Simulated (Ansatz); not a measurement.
TiTe:

```
CELL_PARAMETERS angstrom
3.84200 0.00000 0.00000
-1.92100 3.32727 0.00000
0.00000 0.00000 6.40300
ATOMIC_POSITIONS crystal
Te 0.66667 0.33333 0.75000
Te 0.33333 0.66667 0.25000
Ti 0.00000 0.00000 0.50000
Ti 0.00000 0.00000 0.00000
```

```yaml
Program: Ansatz 0.2.0
Task: relaxation of cell and atoms
Functional: HSE06
Potentials_or_basis: Ansatz PAW
Cutoff: "420 eV (not typed: the program's choice for these potentials)"
k_mesh: 6 × 6 × 4
Occupations: fermi-dirac, width 0.05 eV
Spin: no spin polarisation
```

At the start: volume 20.46 Å³/atom.

Q: Where does the relaxation end?

A: It ends after 9 steps and the volume is 20.63 Å³/atom (+0.8 %); space group P6_3/mmc (No. 194, to 0.05 Å).

Step by step:
| step | energy change (eV) | largest force (eV/Å) | volume (Å³) |
| --- | --- | --- | --- |
| 1 | 0.0000 | 0.0000 | 81.85 |
| 2 | -0.1646 | 0.0000 | 86.38 |
| 3 | -0.3318 | 0.0000 | 85.82 |
| 4 | -0.3831 | 0.0000 | 81.75 |
| 5 | -0.4008 | 0.0000 | 82.37 |
| 6 | -0.4011 | 0.0000 | 82.51 |
| 7 | -0.4043 | 0.0000 | 82.51 |
| 8 | -0.4044 | 0.0000 | 82.53 |
| 9 | -0.4044 | 0.0000 | 82.53 |

Final structure:
```cif
data_structure
_symmetry_space_group_name_H-M 'P 1'
_symmetry_Int_Tables_number 1
_cell_length_a 3.6345
_cell_length_b 3.6345
_cell_length_c 7.2145
_cell_angle_alpha 90.000
_cell_angle_beta 90.000
_cell_angle_gamma 120.000
_cell_volume 82.53
loop_
_atom_site_label
_atom_site_type_symbol
_atom_site_fract_x
_atom_site_fract_y
_atom_site_fract_z
_atom_site_occupancy
Te1 Te 0.66667 0.33333 0.75000 1
Te2 Te 0.33333 0.66667 0.25000 1
Ti1 Ti 0.00000 0.00000 0.50000 1
Ti2 Ti 0.00000 0.00000 0.00000 1
```

Caveat: the plane-wave basis is chosen anew once the cell has moved, so the energies of steps on either side of that aren't comparable; the PAW data sets come from PBE, with cores solved anew for the run's functional, which leaves a small shift of forces and pressure.
